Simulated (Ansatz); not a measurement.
Sn:

```
CELL_PARAMETERS angstrom
0.00000 3.23334 3.23334
3.23334 0.00000 3.23334
3.23334 3.23334 0.00000
ATOMIC_POSITIONS crystal
Sn 0.75000 0.75000 0.75000
Sn 0.50000 0.50000 0.50000
```

This isn't the form of Sn at room conditions, which is tetragonal (white tin).

- Program: Ansatz 0.2.0
- Task: relaxation of cell and atoms
- Functional: PBE
- Dispersion: D3(BJ)+ATM
- Potentials or basis: all-electron LAPW, relativistic spinors
- Basis error allowed: 0.001 eV/atom
- k mesh: 5 × 5 × 5
- Occupations: fermi-dirac, width 0.05 eV
- Spin: non-collinear spin, ferromagnetic start, spin-orbit coupling
- Starting moments: [[0.0, 0.0, 0.5], [0.0, 0.0, 0.5]] μB

At the start: volume 33.80 Å³/atom.

Q: Where does the relaxation end?

A: Over 5 steps the energy falls by 13.3 meV/atom and the volume is 35.68 Å³/atom (+5.5 %); space group Fd-3m (No. 227, to 0.05 Å); moment 0.00 μB per cell.

The path:
| step | energy change (eV) | largest force (eV/Å) | volume (Å³) |
| --- | --- | --- | --- |
| 1 | 0.0000 | 0.0000 | 67.61 |
| 2 | -0.0195 | 0.0000 | 73.53 |
| 3 | -0.0265 | 0.0000 | 71.66 |
| 4 | -0.0266 | 0.0000 | 71.35 |
| 5 | -0.0266 | 0.0000 | 71.35 |

Final structure:
```cif
data_structure
_symmetry_space_group_name_H-M 'P 1'
_symmetry_Int_Tables_number 1
_cell_length_a 4.6556
_cell_length_b 4.6556
_cell_length_c 4.6556
_cell_angle_alpha 60.000
_cell_angle_beta 60.000
_cell_angle_gamma 60.000
_cell_volume 71.35
loop_
_atom_site_label
_atom_site_type_symbol
_atom_site_fract_x
_atom_site_fract_y
_atom_site_fract_z
_atom_site_occupancy
Sn1 Sn 0.75000 0.75000 0.75000 1
Sn2 Sn 0.50000 0.50000 0.50000 1
```

Caveat: the starting moments weren't kept.
